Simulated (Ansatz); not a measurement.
# AgCl at 2 GPa: from Born charge to LO–TO splitting and polaron coupling

Level of theory: DFT PBEsol, scalar-relativistic, plane waves, PAW in Ansatz. Cutoff 420 eV, 10×10×10 k-points (Γ-centred), fixed occupations. No spin polarisation. Phonons by linear response, acoustic sum rule imposed.

The cell, relaxed at 2 GPa:
```
Ag Cl
1.0
     0.00000    2.69442    2.69442
     2.69442    0.00000    2.69442
     2.69442    2.69442    0.00000
Ag Cl
1 1
Cartesian
  2.6944 2.6944 2.6944
  0.0000 0.0000 0.0000
```

Linear response gives ν_TO = 130.8 cm⁻¹, Born charges ±1.409 e (positive on Ag) and ε∞ = 5.643. The primitive cell holds 39.122 Å³, and the masses are 107.868 and 35.450 amu.

Question: Find ν_LO and the static dielectric constant.

Answer: The long-wave field adds a restoring force: ω_LO² − ω_TO² = Z*²e²/(ε_vac ε∞ μV). In these units ν_LO² − ν_TO² = 4.92064×10⁷ Z*²/(μ V ε∞) cm⁻², with μ = m₁m₂/(m₁ + m₂) = 26.681 amu: 16584 cm⁻². So ν_LO = √(130.8² + 16584) = 183.6 cm⁻¹, and the run gives 183.6. Lyddane–Sachs–Teller then gives ε0 = ε∞ (ν_LO/ν_TO)² = 11.11, against 11.11 in the run (it forms both from the same three quantities, so the match checks the arithmetic only). Between ν_TO and ν_LO the dielectric function is negative and an undamped crystal reflects fully: a reststrahlen band from 54.5 to 76.4 μm.

Question: What do the Clausius–Mossotti polarisability and the Szigeti charge come to?

Answer: With the Lorentz local field, α = (3V/4π)(ε∞ − 1)/(ε∞ + 2) = 5.67 Å³ for the pair, and e_S = 3Z*/(ε∞ + 2) = 0.55 e. The Born charge includes the electrons' response to the dipole's own local field, and e_S takes that enhancement out. The Lorentz field assumes point-like polarisable ions, a poor picture once ε∞ is this large, since the electron clouds then overlap or are shared, so both numbers are formal here.

Question: How strongly does a slow electron couple to the LO mode?

Answer: For one isotropic parabolic band, Fröhlich's constant is α_F = (1/ε∞ − 1/ε0) √(m* Ry/ħω_LO), with Ry = 13.606 eV, ħω_LO = 22.8 meV and m* in free-electron masses: α_F = 0.0872 × 24.45 × √m* = 2.13 √m*. The band mass isn't part of this run; for m* = 0.1, 0.3 and 1 it gives 0.67, 1.17, 2.13. In weak coupling the polaron lies α_F ħω_LO below the band edge (27 meV at m* = 0.3) with a mass m*(1 + α_F/6); past α_F of about 5 or 6 that expansion fails. A semilocal functional's ε∞ tends to be too large, which taken alone lowers α_F.